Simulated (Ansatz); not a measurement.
Space group Pm-3m (No. 221). a = 2.908 Å, b = 2.908 Å, c = 2.908 Å, α = 90.00°, β = 90.00°, γ = 90.00°
| atom | site | symmetry | x | y | z |
| --- | --- | --- | --- | --- | --- |
| Zn | 1b | m-3m | 0.5000 | 0.5000 | 0.5000 |
| Cu | 1a | m-3m | 0.0000 | 0.0000 | 0.0000 |

Equation of state of this ZnCu structure (not necessarily the ground state), with shape and atoms relaxed at each volume where symmetry leaves them free. It has no gap at any of these volumes. The calculation used DFT PBEsol, scalar-relativistic, plane waves, PAW in Ansatz.

Settings: cutoff 420 eV, Γ-centred mesh 14×14×14 on the computed 2-atom cell, Gaussian smearing of 0.10 eV; no spin polarisation.

```tsv
V (Å³/atom)	E − E(largest V) (meV/atom)	P (GPa)
11.557	4.68	9.94
11.925	-11.81	4.54
12.294	-16.90	0.02
12.663	-12.44	-3.76
13.032	0.00	-6.92
```

Question: Fit a third-order Birch–Murnaghan equation to E(V).

Answer: V0 = 12.30 Å³/atom, B0 = 138 GPa, B0' = 5.0.